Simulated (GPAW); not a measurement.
# C in GPAW: notebook

The runs below take C through band structure, equation of state, with LDA.

Everything below comes from runs of GPAW 26.7.0. Logs are shortened: lines on timing, memory, paths and dates and some standing lists are left out, and cuts for length are marked. The log counts tension as positive stress, the text compression.

## (1) Starting point

The cell holds a slab with vacuum, 4 atoms: a = 2.456 Å, b = 2.456 Å, c = 24.134 Å, α = 90.00°, β = 90.00°, γ = 120.00°.

## (2) Band structure, LDA

run.py reads:

```python
from ase import Atoms
from ase.dft.bandgap import bandgap
from ase.io import write
from ase.units import GPa
from gpaw import GPAW, PW

atoms = Atoms(['C', 'C', 'C', 'C'],
              cell=[[2.456227506, 0.0, 0.0],
                    [-1.228113753, 2.1271554177, 0.0],
                    [0.0, 0.0, 24.1339601687]],
              scaled_positions=[[0.6666666667, 0.3333333333, 0.57047544],
                                [0.3333333333, 0.6666666667, 0.42952456],
                                [0.0, 0.0, 0.42953123],
                                [0.0, 0.0, 0.57046877]],
              pbc=True)

calc = GPAW(mode=PW(800),
            xc='LDA',
            kpts={'size': (10, 10, 1), 'gamma': True},
            occupations={'name': 'fermi-dirac', 'width': 0.05},
            nbands=18,
            convergence={'density': 1e-05, 'energy': 1e-05},
            maxiter=150,
            txt='gpaw.txt')
atoms.calc = calc
energy = atoms.get_potential_energy()
forces = atoms.get_forces()
stress = atoms.get_stress()
calc.write('gs.gpw')
write('result.traj', atoms)
print(f'Energy: {energy:.6f} eV')
print('Forces (eV/A):')
print(forces.round(4))
print('Stress (GPa):', (stress / GPa).round(3))
print('Fermi level:', round(calc.get_fermi_level(), 4), 'eV')
print(f'Gap: {bandgap(calc)[0]:.4f} eV, direct: {bandgap(calc, direct=True)[0]:.4f} eV')

path = atoms.cell.bandpath('GMKGALHA,LM,KH', npoints=81, eps=1e-4)
bs_calc = calc.fixed_density(kpts=path, symmetry='off', nbands=37,
                             convergence={'bands': 'CBM+6.0', 'eigenstates': 1e-6}, txt='bands.txt')
bs = bs_calc.band_structure()
bs.write('bs.json')
print(f'Gap on the path: {bandgap(bs_calc)[0]:.4f} eV')
```

Potentials or basis: the program's PAW data sets (release 1.2.1) made for this functional, pw.

Run with:

```console
$ OMP_NUM_THREADS=1 python run.py
```

gpaw.txt:

```text
__  _  _
 | _ |_)|_||  |
 |__||  | ||/\| - 26.7.0

Input parameters:
  mode=PW(ecut=800.0),
  convergence={'density': 1e-05, 'energy': 1e-05},
  kpts=MonkhorstPack(size=(10, 10, 1), gamma=True),
  maxiter=150,
  nbands=18,
  occupations=Occupations(name='fermi-dirac', width=0.05),
  xc=XC(name='LDA')

Diagonalizing LCAO Hamiltonian
Converting LCAO to pw mode

       C   C

       CC

Atoms  # Å, Bohr magnetons
|   | symbol |         x |        y |         z |    initial magnetic moments |
|---|--------|-----------|----------|-----------|-----------------------------|
| 0 |      C |  1.228114 | 0.709052 | 13.767832 | ( 0.0000,  0.0000,  0.0000) |
| 1 |      C | -0.000000 | 1.418104 | 10.366129 | ( 0.0000,  0.0000,  0.0000) |
| 2 |      C |  0.000000 | 0.000000 | 10.366290 | ( 0.0000,  0.0000,  0.0000) |
| 3 |      C |  0.000000 | 0.000000 | 13.767671 | ( 0.0000,  0.0000,  0.0000) |

Unit cell  # Å
| periodic |         x |        y |         z |   lengths |     angles |
|----------|-----------|----------|-----------|-----------|------------|
|      yes |  2.456228 | 0.000000 |  0.000000 |  2.456228 |  90.000000 |
|      yes | -1.228114 | 2.127155 |  0.000000 |  2.456228 |  90.000000 |
|      yes |  0.000000 | 0.000000 | 24.133960 | 24.133960 | 120.000000 |

Number of symmetries: 12
Symmetry operations  # r_c * U_cc + t_c -> r_c
|    | kind |            matrix            |
|----|------|------------------------------|
|  0 |  σ   |  1, 1, 0,  0,-1, 0,  0, 0, 1 |
|  1 |  S6  |  1, 1, 0, -1, 0, 0,  0, 0,-1 |
|  2 |  E   |  1, 0, 0,  0, 1, 0,  0, 0, 1 |
|  3 |  C2  |  1, 0, 0, -1,-1, 0,  0, 0,-1 |
|  4 |  C2  |  0, 1, 0,  1, 0, 0,  0, 0,-1 |
|  5 |  C3  |  0, 1, 0, -1,-1, 0,  0, 0, 1 |
|  6 |  S6  |  0,-1, 0,  1, 1, 0,  0, 0,-1 |
|  7 |  σ   |  0,-1, 0, -1, 0, 0,  0, 0, 1 |
|  8 |  σ   | -1, 0, 0,  1, 1, 0,  0, 0, 1 |
|  9 |  i   | -1, 0, 0,  0,-1, 0,  0, 0,-1 |
| 10 |  C3  | -1,-1, 0,  1, 0, 0,  0, 0, 1 |
| 11 |  C2  | -1,-1, 0,  0, 1, 0,  0, 0,-1 |

BZ-sampling:
  Number of BZ points: 100
  Number of IBZ points: 14

  Monkhorst-Pack size: [10, 10, 1]
  Monkhorst-Pack shift: [0.05, 0.05, 0.0]

K-points  # in reciprocal-cell coordinates
|     |                                coordinates |     weight |
|-----|--------------------------------------------|------------|
|   0 | (  0.00000000,   0.00000000,   0.00000000) | 0.01000000 |
|   1 | (  0.10000000,   0.00000000,   0.00000000) | 0.06000000 |
|   2 | (  0.20000000,  -0.10000000,   0.00000000) | 0.06000000 |
|   3 | (  0.20000000,   0.00000000,   0.00000000) | 0.06000000 |
|   4 | (  0.30000000,  -0.10000000,   0.00000000) | 0.12000000 |
|   5 | (  0.30000000,   0.00000000,   0.00000000) | 0.06000000 |
|   6 | (  0.40000000,  -0.20000000,   0.00000000) | 0.06000000 |
|   7 | (  0.40000000,  -0.10000000,   0.00000000) | 0.12000000 |
|   8 | (  0.40000000,   0.00000000,   0.00000000) | 0.06000000 |
|   9 | (  0.40000000,   0.30000000,   0.00000000) | 0.06000000 |
| ... |                                            |            |
|  13 | (  0.50000000,   0.50000000,   0.00000000) | 0.03000000 |

Plane wave coefficients: 6527
Cutoff: 800.0 eV

Spin-components: 1 (collinear spins)
Bands:           18
Projectors:      20
Spin-degeneracy: 2
Datatype:        complex128

Parallelization:
  kpt:    1
  domain: 1
  band:   1

Density:
  Valence electrons: 16.0
  Components: 1
  Grid points: [ 18  18 160]
  Charge: 0.0  # |e|

Potential:
  Grid points: [ 18  18 160]

species:
  C:
    name:    Carbon
    Z:       6.0
    valence: 4
    core:    2
    charge:  0.0  # [|e|]
    compensation charges:
      type: gauss
      rc: 0.20  # [Å]
      lmax: 2
    cutoffs:
      filter: 1.14  # [Å]
      core: 1.14  # [Å]
    projectors
    | kind |    occ | energy [eV] | rcut [Å] |
    |------|--------|-------------|----------|
    |   2s |  2.000 |     -13.639 |    0.635 |
    |   2p |  2.000 |      -5.414 |    0.635 |
    |    s |        |      13.573 |    0.635 |
    |    p |        |      21.797 |    0.635 |
    |    d |        |       0.000 |    0.635 |

    Using partial waves for C as LCAO basis

Reference energy: -4075.210151  # eV

eigensolver:
  PPCG
  Converge bands: occupied
  niter=2

density mixing:
  MSR1-Mixer
  Pratt-step length: 0.05
  Maximum mixing coefficient: 0.75
  Old densities: 10
  SVD Regularization: 0.005
  Good broyden scale: 1.0
  Trust region scale: 1.0
  Backstep threshold: 4.0
  History deletion threshold: 6.0
  Fourier metric: weight=20.0, sigma=0.015

occupation numbers:
  Fermi-Dirac:
    width: 0.0500  # eV

poisson solver:
  ecut: 6400.0  # eV

xc functional:
  name: None

convergence criteria:
- Maximum integral of absolute [dens]ity change: 1e-05 electrons / valence electron
- Maximum [total energy] change in last 3 cyles: 1e-05 eV / valence electron
- Maximum integral of absolute [eigenst]ate change: 4e-08 eV^2 / valence electron
maximum number of iterations: 150

SCF iterations
|iter     | |      energy | eigst |  dens |
|---------|-|-------------|-------|-------|
|iter:   1| |  -42.834419 | +0.66 |       |
|iter:   2| |  -42.551131 | -0.92 | -0.74 |
|iter:   3| |  -40.474033 | -0.75 | -0.76 |
|iter:   4| |  -40.483287 | -2.25 | -1.61 |
|iter:   5| |  -40.486213 | -3.19 | -1.96 |
|iter:   6| |  -40.485939 | -4.24 | -2.77 |
|iter:   7| |  -40.485944 | -5.38 | -3.41 |
|iter:   8| |  -40.485945c| -6.42 | -3.87 |
|iter:   9| |  -40.485945c| -7.29 | -5.07c|
|iter:  10| |  -40.485945c| -7.92c| -5.60c|

Converged in 10 steps
Energy contributions relative to reference atoms: (reference = -4075.210151)

Energy contributions:
  Kinetic:          37.971626
  Coulomb:         -38.483130
  Zero:              0.085948
  External:          0.000000
  Xc:              -40.060388
  Entropy:          -0.000000
  Spinorbit:         0.000000
  ----------------------------
  Free energy:     -40.485945
  Extrapolated:    -40.485945

dipole moment: (-4.852228, -8.404305, 0.000024)  # |e|*Ang

Fermi level: -1.572
Eigenvalues  # (at kpt = [0.000, 0.000, 0.000])
| band index |      eig [eV] | occ [0-2] |
|------------|---------------|-----------|
|          0 |       -21.070 |     2.000 |
|          1 |       -20.927 |     2.000 |
|          2 |        -9.792 |     2.000 |
|          3 |        -8.842 |     2.000 |
|          4 |        -4.634 |     2.000 |
|          5 |        -4.634 |     2.000 |
[... 8 lines left out ...]
|         14 |         5.430 |     0.000 |
|         15 |         6.732 |     0.000 |
|        ... |               |           |
|         17 |         6.755 |     0.000 |

Gap: 1.653 eV
Transition (v -> c):
  (s=0, k=9, n=7, [0.40, 0.30, 0.00]) -> (s=0, k=9, n=8, [0.40, 0.30, 0.00])
No difference between direct/indirect transitions

Forces  # eV/Ang
|        x |        y |        z |
|----------|----------|----------|
|  0.00000 |  0.00000 | -0.00424 |  # C    0
|  0.00000 |  0.00000 |  0.00424 |  # C    1
| -0.00000 |  0.00000 |  0.00896 |  # C    2
| -0.00000 | -0.00000 | -0.00896 |  # C    3

Stress tensor  # eV/Ang^3
|        x |         y |         z |
|----------|-----------|-----------|
| 0.010363 |  0.000000 |  0.000000 |
| 0.000000 |  0.010363 | -0.000000 |
| 0.000000 | -0.000000 |  0.001380 |

# Writing to gs.gpw (mode='')
```

Wall time 3.5 min (1 thread of Arm Neoverse V2, shared host); peak memory 0.69 GiB.

Results:

| Item | Value |
| --- | --- |
| Free energy | -40.4859 eV |
| Largest force | 0.009 eV/Å |
| Band gap along the path | none (metal or under the smearing width) |

Forces on the atoms (eV/Å):
```
C    0.000  0.000 -0.004
C    0.000  0.000  0.004
C    0.000  0.000  0.009
C    0.000  0.000 -0.009
```

Levels at the corners of the path, in eV from the Fermi level:
```tsv
point	band 4	band 5	band 6	band 7	band 8	band 9	band 10	band 11	band 12	band 13
Γ	-7.27	-3.06	-3.06	-3.05	-3.05	3.42	3.95	4.50	5.17	5.52
M	-13.24	-6.48	-6.46	-2.60	-2.26	1.44	1.80	7.44	7.63	11.11
K	-12.41	-10.71	-10.71	-0.36	-0.04	-0.04	0.28	10.26	10.26	12.50
Γ	-7.27	-3.06	-3.06	-3.05	-3.05	3.42	3.95	4.50	5.17	5.52
A	-7.27	-3.06	-3.06	-3.05	-3.05	3.43	3.94	4.59	4.94	5.99
L	-13.24	-6.48	-6.46	-2.60	-2.26	1.44	1.80	7.44	7.63	11.11
H	-12.41	-10.71	-10.71	-0.36	-0.04	-0.04	0.28	10.26	10.26	12.50
A	-7.27	-3.06	-3.06	-3.05	-3.05	3.43	3.94	4.59	4.94	5.99
L	-13.24	-6.48	-6.46	-2.60	-2.26	1.44	1.80	7.44	7.63	11.11
M	-13.24	-6.48	-6.46	-2.60	-2.26	1.44	1.80	7.44	7.63	11.11
K	-12.41	-10.71	-10.71	-0.36	-0.04	-0.04	0.28	10.26	10.26	12.50
H	-12.41	-10.71	-10.71	-0.36	-0.04	-0.04	0.28	10.26	10.26	12.50
```

Caveat: these data sets are soft for forces on short bonds.

## (3) Equation of state, LDA

run.py reads:

```python
from ase import Atoms
from ase.eos import EquationOfState
from ase.io import Trajectory
from ase.units import GPa
from gpaw import GPAW, PW

atoms = Atoms(['C', 'C', 'C', 'C'],
              cell=[[2.456227506, 0.0, 0.0],
                    [-1.228113753, 2.1271554177, 0.0],
                    [0.0, 0.0, 24.1339601687]],
              scaled_positions=[[0.6666666667, 0.3333333333, 0.57047544],
                                [0.3333333333, 0.6666666667, 0.42952456],
                                [0.0, 0.0, 0.42953123],
                                [0.0, 0.0, 0.57046877]],
              pbc=True)

traj = Trajectory('eos.traj', 'w')
volumes, energies = [], []
for x in [0.94, 0.96, 0.98, 1.0, 1.02, 1.04, 1.06]:
    a = atoms.copy()
    a.set_cell(atoms.cell * x**(1 / 3), scale_atoms=True)
    calc = GPAW(mode=PW(800),
                xc='LDA',
                kpts={'size': (10, 10, 1), 'gamma': True},
                occupations={'name': 'fermi-dirac', 'width': 0.05},
                nbands=18,
                convergence={'density': 1e-05, 'energy': 1e-05},
                maxiter=150,
                txt=f'eos-{x:.2f}.txt')
    a.calc = calc
    energies.append(a.get_potential_energy(force_consistent=True))
    volumes.append(a.get_volume())
    p = -a.get_stress()[:3].mean() / GPa
    calc.write(f'eos-{x:.2f}.gpw')
    traj.write(a)
    print(f'{x:.2f} {volumes[-1]:10.4f} A^3 {energies[-1]:14.6f} eV {p:9.3f} GPa', flush=True)

v0, e0, B = EquationOfState(volumes, energies, eos='birchmurnaghan').fit()
print(f'V0 = {v0:.4f} A^3, E0 = {e0:.6f} eV, B0 = {B / GPa:.2f} GPa')
```

Potentials or basis: the program's PAW data sets (release 1.2.1) made for this functional, pw.

Run with:

```console
$ OMP_NUM_THREADS=1 python run.py
```

It took 2.9 min on 1 thread of Arm Neoverse V2, shared host; peak memory 0.59 GiB.

Results (log left out):

```yaml
Equilibrium_volume: 31.12 Å³/atom
Bulk_modulus_at_fixed_shape_and_positions: 81 GPa
Pressure_derivative_of_the_bulk_modulus: 3.5
```

Energy against volume, from the lowest point:
```
volume (Å³/atom)  energy (meV/atom)
          29.632              18.83
          30.263               5.77
          30.893               0.00
          31.524               0.90
          32.154               7.92
          32.785              20.42
          33.415              38.05
```

Caveat: the cell was scaled at fixed shape and fractional positions, which overstates the stiffness of a crystal with free parameters, most of all of layers and chains.
